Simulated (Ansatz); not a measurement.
Level of theory: DFT, LDA (PW92), plane waves (420 eV) with PAW, scalar-relativistic in Ansatz. The PAW files were generated under PBE, with cores re-solved for the functional.

An element in the fcc structure gives this curve. The cell is scaled uniformly from the relaxed one, with fractional coordinates and shape fixed. Energies are extrapolated to zero smearing, pressures are those at the given smearing. Magnetic state: spin not included.

```
V (Å³/atom)  E − E₀ (meV/atom)  P (GPa)
     23.265               96.5    11.37
     24.323               38.2     6.62
     25.380                8.0     2.86
     26.438                0.1    -0.13
     27.495                9.8    -2.50
     28.553               33.6    -4.38
     29.610               68.5    -5.85
```

(1) Which element is it?
A. ytterbium
B. tellurium
C. lead
D. indium

Results:

(1) B. Its fit is V₀ = 26.34 Å³/atom, B₀ = 68 GPa, B₀′ = 4.8.
